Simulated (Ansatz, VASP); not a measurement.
Ca: VASP beside Ansatz

```
CELL_PARAMETERS angstrom
0.00000 2.71060 2.71060
2.71060 0.00000 2.71060
2.71060 2.71060 0.00000
ATOMIC_POSITIONS crystal
Ca 0.00000 0.00000 0.00000
```

Alike in both runs: functional PBEsol; k mesh 12 × 12 × 12; occupations fermi-dirac, width 0.08 eV; no spin polarisation.

Ansatz relaxed the structure, and its values are those at the end. VASP's run is a single point on that final structure, the one shown.

```csv
,VASP,Ansatz
version,VASP 6.6.1,Ansatz 0.2.0
potentials or method,"VASP PAW PBE potentials, release 64 (Ca_sv)","PAW with Ansatz's default frozen-core files, scalar-relativistic"
plane-wave cutoff (eV),520,420
valence electrons in the cell,10,10
```

|  | VASP | Ansatz | Ansatz less VASP |
| --- | --- | --- | --- |
| pressure (GPa) | 0.4 | 0.4 | -0.01 |

Caveats: the PAW data sets were made with another functional, which shifts forces and pressure a little (VASP).
